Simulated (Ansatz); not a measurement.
The system is Eu.

```
Eu
1.0
    -2.30300    2.30300    2.30300
     2.30300   -2.30300    2.30300
     2.30300    2.30300   -2.30300
Eu
1
Direct
  0.00000 0.00000 0.00000
```

Base run:

```yaml
Program: Ansatz 0.2.0
Functional: PBE
Potentials_or_basis: Ansatz PAW
Cutoff: "420 eV (not typed: the program's choice for these potentials)"
k_mesh: 8 × 8 × 8
Occupations: fermi-dirac, width 0.05 eV
Spin: collinear spin, ferromagnetic start
Starting_moments: "[7.0] μB"
```

Its results: band gap on the k mesh none (metal or under the smearing width); pressure -1.6 GPa; net moment 7.37 μB per cell; site moments Eu +7.10 μB.

**Question.** The run is repeated on the same cell with these changes: potentials or basis from Ansatz PAW to PseudoDojo 3+ lanthanides; cutoff from 420 eV (not typed: the program's choice for these potentials) to 680 eV; occupations from fermi-dirac, width 0.05 eV to cold, width 0.15 eV; valence electrons from 17 to 11. What comes out?

**Answer.** Band gap on the k mesh none (metal or under the smearing width); pressure -7.4 GPa; net moment 0.70 μB per cell; site moments Eu +0.41 μB.

Caveats: spin-orbit coupling is left out, which moves the levels of the heavy elements; the 4f electrons are frozen in the core as for a trivalent ion, so they carry no moment and show no levels, and Eu and Yb are often divalent (some runs); the starting moments weren't kept (some runs).
